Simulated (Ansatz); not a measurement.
**Si3N4 under strain — electrostatic potentials at the N nuclei**

Cell: an entry of the Crystallography Open Database (COD), relaxed with PBE at fixed cell and then changed (z stretched by 1 %, ions relaxed).

```cif
data_structure
_symmetry_space_group_name_H-M 'P 1'
_symmetry_Int_Tables_number 1
_cell_length_a 7.5950
_cell_length_b 7.5950
_cell_length_c 2.9313
_cell_angle_alpha 90.000
_cell_angle_beta 90.000
_cell_angle_gamma 120.000
_cell_volume 146.44
loop_
_atom_site_label
_atom_site_type_symbol
_atom_site_fract_x
_atom_site_fract_y
_atom_site_fract_z
_atom_site_occupancy
Si1 Si 0.76817 0.17390 0.32563 1
Si2 Si 0.59427 0.76817 0.82563 1
Si3 Si 0.82610 0.59427 0.32563 1
Si4 Si 0.23183 0.82610 0.82563 1
Si5 Si 0.40573 0.23183 0.32563 1
Si6 Si 0.17390 0.40573 0.82563 1
N7 N 0.03063 0.32980 0.32563 1
N8 N 0.70083 0.03063 0.82563 1
N9 N 0.67020 0.70083 0.32563 1
N10 N 0.96937 0.67020 0.82563 1
N11 N 0.29917 0.96937 0.32563 1
N12 N 0.32980 0.29917 0.82563 1
N13 N 0.33333 0.66667 0.82562 1
N14 N 0.66667 0.33333 0.32562 1
```

Atoms are numbered from 1 in the order listed; like atoms form one site, named after its first atom.

The numbers come from a DFT calculation in Ansatz (PBE, plane waves and PAW (field gradients read without the response of the frozen cores, which leaves them typically 4 to 6 % off), scalar-relativistic, 420 eV cutoff, Γ-centred 4×4×10 k-points, Fermi–Dirac smearing 0.02 eV).

The potential at a nucleus is that of all electrons and the other nuclei. A higher potential binds the core electrons more strongly, so differences between sites of one element are the initial-state part of core-level shifts.

Q: Rank the N sites by the potential at the nucleus, lowest first, and give each against the lowest.
A. atom 13: 3 Si at 1.73 Å
B. atom 7: 3 Si at 1.74 Å

A: A (0.00 V), B (0.43 V).
